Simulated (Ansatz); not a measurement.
We consider rock-salt NaBr, described by PBEsol (plane waves, PAW; Ansatz, a quantum-chemistry and plane-wave program).

Settings: plane-wave cutoff 520 eV, 10×10×10 k mesh, Fermi–Dirac smearing 0.01 eV, scalar-relativistic PAW data made under PBE.

Cell (measured lattice):

NaBr is taken in the cubic space group Fm-3m (No. 225), the rock salt structure, Pearson symbol cF8. Conventional cell: a = 5.9730 Å, b = 5.9730 Å, c = 5.9730 Å, α = 90.00°, β = 90.00°, γ = 90.00°. Na on 4a is coordinated by 6 Br at 2.986 Å (octahedral). Br on 4b is surrounded by 6 Na at 2.986 Å (octahedral). (Neighbours: up to the widest gap in distance over summed covalent radii, below 1.35, at either atom; cation-cation and far metal-metal contacts left out.)
(The calculation used a cell of 2 atoms; values per cell refer to that cell.)

### Question
Estimate the band gap and width of the whole s-p valence band that the calculation returns.

### Answer

- band gap = 4.00 eV (direct)
- width of the whole s-p valence band = 12.82 eV

Measured, for comparison: band gap 7.1 eV (temperature not stated, no zero-point or thermal correction; as tabulated in Aguado et al. (1998), arXiv:cond-mat/9809176).

Note: cell and atoms aren't relaxed at this level (pressure -0.5 GPa).

Spin–orbit coupling is not included.

Computed values are for the static lattice.

The result took about 4 core-seconds (a rough figure).
